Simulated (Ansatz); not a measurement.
**Field gradients of V2Bi4O11 from run to run**

Cell of run 1: a Materials Project structure (computed, not necessarily an observed phase), taken as it stands.

```xyz
17
Lattice="5.9674 0.0000 0.0000 1.0116 5.9481 0.0000 0.4955 2.9725 7.5513" Properties=species:S:1:pos:R:3 pbc="T T T"
V     3.0743    3.0401    0.0115
V     6.8572    5.6384    0.0160
Bi    3.1412    2.6200    4.9902
Bi    6.0839    2.5622    2.6230
Bi    6.5813    5.5290    4.9616
Bi    3.6288    5.5994    2.5967
O     5.6408    7.3551    3.7199
O     2.6733    7.3938    3.8870
O     2.6389    1.4535    0.0055
O     0.9004    3.4399    6.0835
O     3.9287    3.4072    1.5044
O     5.1205    4.3761    3.8711
O     2.1500    4.4192    3.6880
O     1.4724    3.9158    0.0244
O     4.4164    6.3899    6.0651
O     1.4054    6.4148    1.5073
O     5.2112    5.5023    0.0049
```

Sites (sets of like atoms) are named by element and the number of their first atom in this list.

All runs are DFT with Ansatz 0.2.0 (plane waves and PAW, scalar-relativistic unless spin–orbit coupling is named, Γ-centred meshes, Fermi–Dirac smearing where given) in this cell.

Run 1: PBE, atoms as given; 420 eV, 4×4×3 k-points, smearing 0.02 eV.
Run 2: r2SCAN, atoms as given; 500 eV, 4×4×3 k-points, smearing 0.02 eV.
Run 3: PBE, gradients read without the response of the cores, atoms as given; 420 eV, 4×4×3 k-points, smearing 0.02 eV.

(1) What does each run give, and what moves the gradients most?

## Answers

(1) 

```tsv
run	Bi3 V_zz (η)	Bi4 V_zz (η)	Bi5 V_zz (η)	Bi6 V_zz (η)
1	-34.5 (0.69)	-39.6 (0.65)	-39.9 (0.63)	-35.0 (0.68)
2	-38.2 (0.64)	-43.9 (0.60)	-44.2 (0.58)	-38.8 (0.63)
3	-32.4 (0.62)	-37.9 (0.59)	-38.2 (0.57)	-33.0 (0.61)
```

V_zz in 10²¹ V/m²; 4 of the 17 sets of like atoms are followed. Against run 1, the gradient tensors on these sites move by at most 4.35 in run 2 (Bi5), 2.91 in run 3 (Bi6). Taken one at a time, the functional (r2SCAN with its higher cutoff) moves the tensors on these sites by up to 4.35 (largest principal value of the change, on Bi5), the response of the cores by 2.91 (Bi6).

Leaving out spin–orbit coupling shifts gradients on Bi by a few per cent, and by more where contributions nearly cancel. Newer work puts Q(²⁰⁹Bi) near −420 mb, which would lower these couplings by about a fifth. In runs 1, 2, 3 the atoms aren't at the calculated equilibrium (largest force 1.1, 1.7, 1.1 eV/Å). The cell isn't the equilibrium one in run 2 (calculated pressure -6 GPa), and the entry's cell may itself be off.
